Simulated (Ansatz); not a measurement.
Rows from a G0W0 calculation on Al2O3 (Corundum) (Ansatz 0.2.0; G0W0 on PBE, plane waves, PAW; 4×4×4 mesh, 354 empty bands, screening to 150 eV, plasmon pole), in eV. Spin-orbit coupling is left out.

```
row      Σx     Σc     Vxc     Z
  A  -11.38  -3.91  -16.63  0.85
  B  -26.91   4.22  -21.39  0.81
  C  -26.99   4.27  -21.39  0.81
  D   -7.91  -4.34  -13.53  0.86
  E  -10.03  -4.58  -16.41  0.85
```

Q: Which rows are filled states and which are empty ones, and how can one tell?

Filled: B and C. Empty: A, D and E. The sign of Σc tells: for a filled state bare exchange, which holds its interaction with itself, lies below Vxc (Σx − Vxc is -5.5 eV or lower here) and screening gives part back as a positive Σc. For an empty state Σx lies above Vxc (+5.2 eV or more) and the Coulomb hole leaves Σc negative.

[Paths, hosts, dates, memory and timing lines, banners, echoed tables and standing remarks are left out of the program output.]

[Logs are printed without paths, hosts, clocks, repeated set-up lines and the standing remarks that a program may print on its own settings, such as how far it seeks lower states.]

[Runs of the session that timed out or met a known fault of the program may be left out.]

[Cells called generated may have been cut or substituted from an entry of the Crystallography Open Database or the Materials Project.]

[Hosts, paths, dates, database ids (printed as entryN), source tags and the programs' standing remarks are cut or masked in the printed files.]
